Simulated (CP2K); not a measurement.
Crystal: GaP.

```
Ga P
1.0
     3.85409    0.00000    0.00000
     1.92704    3.33774    0.00000
     1.92704    1.11258    3.14685
Ga P
1 1
Direct
  0.00000 0.00000 0.00000
  0.75000 0.75000 0.75000
```

Program: CP2K 2026.2. Alike in all runs: no spin polarisation; cell as given; k mesh 8 × 8 × 8.

Q: Order these runs on this cell by their pressure, lowest first.
A. level PBE; potentials or basis POTENTIAL_UZH Ga GTH-PBE-q13, P GTH-PBE-q5; TZVP-MOLOPT-PBE-GTH basis; smearing fermi-dirac 0.0259 eV; EPS_DEFAULT 1.0E-9; NGRIDS 5; REL_CUTOFF (Ry) 60 Ry; MIXING BETA (1/bohr) 1.5 1/bohr; points a segment of the path (NPOINTS) 6
B. level PBEsol; potentials or basis POTENTIAL_UZH Ga GTH-PBE-q13, P GTH-PBE-q5; TZVP-MOLOPT-PBE-GTH basis; smearing fermi-dirac 0.05 eV; EPS_DEFAULT 1.0E-10; NGRIDS 5; REL_CUTOFF (Ry) 60 Ry; MIXING BETA (1/bohr) 1.5 1/bohr
C. level rPW86PBE; potentials or basis POTENTIAL_UZH Ga GTH-PBE-q13, P GTH-PBE-q5; TZVP-MOLOPT-PBE-GTH basis; smearing fermi-dirac 0.05 eV; EPS_DEFAULT 1.0E-10; NGRIDS 5; REL_CUTOFF (Ry) 60; MIXING BETA (1/bohr) 1.5; points a segment of the path (NPOINTS) 6
D. level LDA; potentials or basis GTH_POTENTIALS Ga GTH-PADE-q13, P GTH-PADE-q5; TZVP-MOLOPT-PBE-GTH basis; smearing fermi-dirac 0.05 eV; EPS_DEFAULT 1.0E-10; NGRIDS 4; REL_CUTOFF (Ry) 60 Ry; MIXING BETA (1/bohr) 1.5 1/bohr; points a segment of the path (NPOINTS) 10

A: D (-2.5 GPa), B (0.3 GPa), A (2.9 GPa), C (5.8 GPa).

Caveats: the basis of atomic orbitals isn't converged, which shifts pressures, moduli and gaps; the potentials were made for another functional, which shifts forces and pressure (some runs).

Not every run made on this cell is shown here.
